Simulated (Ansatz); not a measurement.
Runs of Ansatz 0.2.0 on MnS. It takes space group P6_3mc (No. 186, hexagonal). The conventional cell has a = 3.954 Å, b = 3.954 Å, c = 6.343 Å, α = 90.00°, β = 90.00°, γ = 120.00°. Mn (site symmetry 3m) has 4 S at 2.36 to 2.42 Å as nearest neighbours. Around S (site symmetry 3m) lie 4 Mn at 2.36 to 2.42 Å. The cell is a database's computed one.

| task | level | spin | k mesh | cutoff (eV) | smearing | points for each segment of the path | method | mesh quality | gap on the mesh (eV) | moment (μB) | largest force (eV/Å) |
| --- | --- | --- | --- | --- | --- | --- | --- | --- | --- | --- | --- |
| band structure | r2SCAN50 | collinear, ferromagnetic start | 4 × 4 × 2 | 500 | fermi-dirac 0.05 eV | 4 | - | coarse | 5.13 | 10.00 | 0.38 |
| single point | B3LYP+D4 | collinear, ferrimagnetic start | 5 × 5 × 3 | 420 | fermi-dirac 0.02 eV | - | - | not flagged | (b) | 0.00 | 0.03 |
| band structure | HSE06 | collinear, ferromagnetic start | 6 × 6 × 4 | 420 | fermi-dirac 0.05 eV | 4 | - | not flagged | 2.00 | 10.00 | 0.34 |
| phonons | r2SCAN | collinear, ferromagnetic start | 7 × 7 × 4 | 500 | fermi-dirac 0.05 eV | - | fd | not flagged | 0.67 | 10.00 | 0.31 |
| band structure | HSEsol | collinear, ferromagnetic start | 4 × 4 × 2 | 420 | fermi-dirac 0.05 eV | 4 | - | coarse | 1.90 | 10.00 | (a) |

Alike in all rows: potentials or basis Ansatz PAW; cell as given.

Problem. Fill in the values left out.

Solution. (a) 0.32; (b) 3.22.

Caveats: some runs use coarse meshes; the magnetic or orbital state may not be the lowest; the PAW data sets come from PBE, with cores solved anew for the run's functional, which leaves a small shift of forces and pressure; odd divisions of the mesh miss points on the zone boundary, where band edges often lie, so the gap on the mesh can be too wide (some runs); the potentials were made for another functional, which shifts forces and pressure (some runs).

A k mesh can miss the band edges.

Not every run made on this cell is shown here.
